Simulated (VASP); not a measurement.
A run of VASP 6.6.1 is set up as follows.

File POSCAR:

```
Si
1.0
    2.6205428149      0.0000000000      0.0000000000
   -1.3102714075      2.2694566494      0.0000000000
    0.0000000000      0.0000000000      2.4663543900
Si
1
Direct
    0.0000000000      0.0000000000      0.0000000000
```

Contents of INCAR.step1:

```
PREC = Accurate
ENCUT = 600
EDIFF = 1E-8
ISMEAR = 0
SIGMA = 0.02
LREAL = False
LASPH = True
NELM = 100
ALGO = Normal
ISIF = 3
LWAVE = False
LCHARG = False
GGA = PS
IBRION = 2
NSW = 40
EDIFFG = -0.002
```

INCAR.step2

```
PREC = Accurate
ENCUT = 600
EDIFF = 1E-8
ISMEAR = 0
SIGMA = 0.02
LREAL = False
LASPH = True
NELM = 100
ALGO = Normal
ISIF = 3
LWAVE = False
LCHARG = False
GGA = PS
IBRION = 6
NFREE = 2
POTIM = 0.015
NSW = 1
```

KPOINTS

```
regular mesh
0
Gamma
  9 9 8
```

Potentials or basis: VASP PAW PBE potentials, release 64 (Si).

The run is started by

```console
$ cat potpaw_PBE.64/Si/POTCAR > POTCAR
$ cp INCAR.step1 INCAR
$ mpirun -np 1 vasp_std > vasp.out
$ cp CONTCAR POSCAR
$ cp INCAR.step2 INCAR
$ mpirun -np 1 vasp_std > vasp.out
```

(1) Estimate the Voigt bulk modulus.

(2) Estimate the space group after relaxing (to 0.05 Å).

(3) Predict the relaxed volume.

Answers

(1) 117 GPa.

(2) P6/mmm (No. 191).

(3) 14.71 Å³/atom.

Caveat: the PAW data sets were made with another functional, which shifts forces and pressure a little.
